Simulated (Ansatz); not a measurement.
**SiO$_{2}$: the gap under pressure**

SiO$_{2}$, I-42d, a = 4.929 Å, c = 7.289 Å. This isn't the usual stable structure of the compound. Ansatz: LDA, PAW, 420 eV, Γ-centred 6×6×6 mesh on 6 atoms, Gaussian smearing 0.02 eV; no spin polarisation. Cell and atoms are relaxed at each pressure, and no other structure is tried, so the rows at high pressure may lie past a change of phase. The gap is sought over the whole zone. The pressures are the targets, met within 0.03 GPa.

```tsv
P (GPa)	gap y (eV)
-3.0	5.274
0.0	5.759
3.0	6.226
8.0	6.410
15.0	6.456
30.0	?
60.0	5.617
```

Fit y = E0 + αP + βP² to the other rows and predict the missing gap.

Least squares on the rows shown. y = 5.7377 + 0.081493 P − 0.0013945 P². So α = 81.5 meV/GPa, but an edge moves to another point of the zone between 0 and 3 GPa, so this isn't the slope at zero pressure. With a term in P³ added, the coefficient of P becomes 0.1443, 77 % more, which shows how far this figure hangs on the form. At P = 30.0 the fit asked for gives 6.927 eV. The run gave 6.406 eV, so the fit is 0.521 eV too high, 44 % of the span of the series, against an rms of 0.162 eV on the fitted rows. With a term in P³ added, a fit to the same known rows predicts 5.349 eV, which misses by about as much or more on the other side: the known rows don't fix the higher terms. Also, among the fitted rows a band edge sits at another point of the zone at -3, 3, 8, 15, 60 GPa than at zero pressure, so one curve spans more than one gap, which can bend the series.

The mesh isn't the same in all rows (6×6×6, 8×8×8, 10×10×10). Semilocal functionals give gaps under the measured ones; changes of the gap mostly carry over better.